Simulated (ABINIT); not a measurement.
The system is Bi.

```xyz
2
Lattice="3.2384 0.0000 0.0000 0.0000 3.2216 0.0000 -0.0805 0.0000 6.4439" Properties=species:S:1:pos:R:3 pbc="T T T"
Bi    1.7022    0.0000    4.8302
Bi    1.4558    0.0000    1.6137
```

This isn't the form of Bi at room conditions, which is rhombohedral.

| Item | Value |
| --- | --- |
| Program | ABINIT 10.8.3 (patched build) |
| Task | single point |
| Functional | PBE |
| Potentials or basis | JTH PAW PBE v2.0 |
| Cutoff | 599 eV |
| k mesh | 8 × 8 × 4 |
| Occupations | fermi-dirac, width 0.05 eV |
| Spin | no spin polarisation |

On this cell: pressure 2.1 GPa; largest force 0.017 eV/Å; band gap on the k mesh none (metal or under the smearing width).

The same run follows on a disturbed copy (atoms moved at random, drawn with an rms of 0.05 Å):

```xyz
2
Lattice="3.2384 0.0000 0.0000 0.0000 3.2216 0.0000 -0.0805 0.0000 6.4439" Properties=species:S:1:pos:R:3 pbc="T T T"
Bi    1.7380    0.0023    4.8347
Bi    1.4650    0.0410    1.5556
```

**Question.** What does the disturbed cell give?

**Answer.** The energy (extrapolated to zero smearing) moves by +0.3 meV/atom; pressure 2.2 GPa; largest force 0.063 eV/Å; band gap on the k mesh none (metal or under the smearing width).

Forces in eV/Å, atoms in the order of the input:
```
Bi   0.005  0.000 -0.063
Bi  -0.005  0.000  0.063
```

Stress tensor (GPa, compression positive):
```
 2.05  0.00  0.03
 0.00  2.75 -0.01
 0.03 -0.01  1.72
```

Caveats: spin-orbit coupling is left out, which moves the levels of the heavy elements.
